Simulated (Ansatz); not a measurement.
## From the elastic tensor of Pt at 35 GPa (stress–strain coefficients) to moduli and sound speeds

Method: DFT PBE, scalar-relativistic, plane waves, PAW in Ansatz 0.2.0. Plane waves to 420 eV; Γ-centred k mesh 20×20×20; Fermi-Dirac smearing of 0.15 eV. No spin polarisation.

Symmetry: Fm-3m, No. 225, cubic system. The conventional cell has a = 3.835 Å, b = 3.835 Å, c = 3.835 Å, α = 90.00°, β = 90.00°, γ = 90.00°. Pt (site symmetry m-3m) has 12 Pt at 2.71 Å as nearest neighbours.

In a metal, frequencies and elastic constants depend on the k mesh and the smearing, soft modes and shear constants most. Spin–orbit coupling is left out, which can shift energies with elements as heavy as these. Other phases may be more stable at this pressure.

Relaxed-ion constants (GPa, on the Cartesian axes of the calculation):
C11 = 514.0, C12 = 374.0, C13 = 374.0, C22 = 514.0, C23 = 374.0, C33 = 514.0, C44 = 139.7, C55 = 139.7, C66 = 139.7 GPa; the others vanish.

Density 22.977 g/cm³; 1 atom in 14.10 Å³.

The values that follow are for a polycrystal of randomly turned grains, by Hill's mean where one number stands.

With S = C⁻¹: B_V = (C11+C22+C33+2(C12+C13+C23))/9, G_V = (C11+C22+C33−C12−C13−C23+3(C44+C55+C66))/15, 1/B_R = S11+S22+S33+2(S12+S13+S23), 15/G_R = 4(S11+S22+S33−S12−S13−S23)+3(S44+S55+S66); Hill is their mean. Then v_l = √((B+4G/3)/ρ), v_t = √(G/ρ), v_m = [(2/v_t³+1/v_l³)/3]^(−1/3) and Θ = (ħ/k_B)·v_m·(6π²n/V)^(1/3) for n atoms in the volume V; E = 9BG/(3B+G), ν = (3B−2G)/(2(3B+G)) and A^U = 5G_V/G_R + B_V/B_R − 6.

| Item | Value |
| --- | --- |
| Bulk modulus, Voigt / Reuss / Hill | 420.7 / 420.7 / 420.7 GPa |
| Shear modulus, Voigt / Reuss / Hill | 111.8 / 99.9 / 105.9 GPa |
| Young's modulus | 293 GPa |
| Poisson ratio | 0.384 |
| Pugh ratio B/G | 3.97 |
| Universal anisotropy index | 0.60 |
| Longitudinal and transverse sound speeds | 4945 and 2147 m/s |
| Debye temperature from the mean sound speed | 299 K |

Cost: 1 run of about 0.82 core-minutes, on Intel Xeon Platinum 8488C (Sapphire Rapids) (shared hosts).

Platinum at this compression resists volume change far more strongly than shear, hence the Pugh ratio of 3.97 and the high Poisson ratio. C12 exceeds C44 by much more than the applied pressure would produce with purely central pair forces. This points to many-body metallic cohesion: overlap of the extended, nearly filled 5d shell and the pressure of the sp electrons oppose compression, while shear at constant volume meets less resistance.

The anisotropy has a different origin. The tetragonal shear constant, (C11−C12)/2, is about half of C44, the ratio that nearest-neighbour central forces alone give in an fcc lattice, so it needs no directional bonding. The low transverse speed reflects this modest shear stiffness together with the high atomic mass.

The constants satisfy the cubic stability conditions under pressure, so the lattice is stable against small homogeneous strains, though this doesn't exclude phonon instabilities at finite wavevector. The moduli suggest ductile behaviour, but yield strength also depends on dislocations and stacking faults, which elastic constants don't describe.
